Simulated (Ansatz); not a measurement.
All-electron LAPW in Ansatz 0.2.0 under PBE, scalar-relativistic, energies extrapolated to zero smearing. Slabs are 1×1 cells cut from bulk crystals relaxed on PAW files, with atoms then relaxed, 16 to 20 Å of vacuum, a dipole correction, k spacings of 0.16 to 0.26 Å⁻¹ and smearing of 0.02 to 0.1 eV, without spin–orbit coupling; Cr, Mn, Fe, Co, Ni, Eu and Gd start ferromagnetic, the others run without spin. The bulk type named needn't be the stable one, and no reconstruction is allowed.

Problem. Order these slabs by surface energy, lowest first.
A. fcc Sb (100), 5 layers
B. fcc Pd (110), 5 layers
C. bcc W (100), 4 layers
D. bcc Mo (100), 4 layers
E. hcp Co (10-10), 6 layers
F. fcc Ag (100), 4 layers
G. diamond Ge (111), 6 layers

Solution. A (0.21 J/m²), F (0.82 J/m²), G (0.98 J/m²), B (1.59 J/m²), E (2.30 J/m²), D (3.21 J/m²), C (3.95 J/m²).
